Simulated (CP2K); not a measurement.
# Ta in CP2K: the effect of dispersion

The system is Ta.

```xyz
1
Lattice="2.8601 0.0000 0.0000 -0.9534 2.6965 0.0000 -0.9534 -1.3483 2.3353" Properties=species:S:1:pos:R:3 pbc="T T T"
Ta    0.0000    0.0000    0.0000
```

Alike in all runs:

* Program: CP2K 2026.2
* Task: single point
* Functional: PBE
* Potentials or basis: POTENTIAL_UZH Ta GTH-PBE-q13; TZVP-MOLOPT-PBE-GTH basis
* Density cutoff: 6123 eV
* k mesh: 11 × 11 × 11
* Occupations: fermi-dirac, width 0.05 eV
* Spin: no spin polarisation

| dispersion | pressure (GPa) |
| --- | --- |
| none | 1.5 |
| D3 | -5.1 |
| D3(BJ) | -4.6 |
| D4 | -1.3 |
| rVV10 | 0.1 |
| D3(BJ)+ATM | ? |

Task: What does the run with dispersion D3(BJ)+ATM give?

Result: Pressure -3.8 GPa.

Caveats: the basis of atomic orbitals isn't converged, which shifts pressures, moduli and gaps; pairwise dispersion overbinds metals, which lowers pressure and volume (some runs).
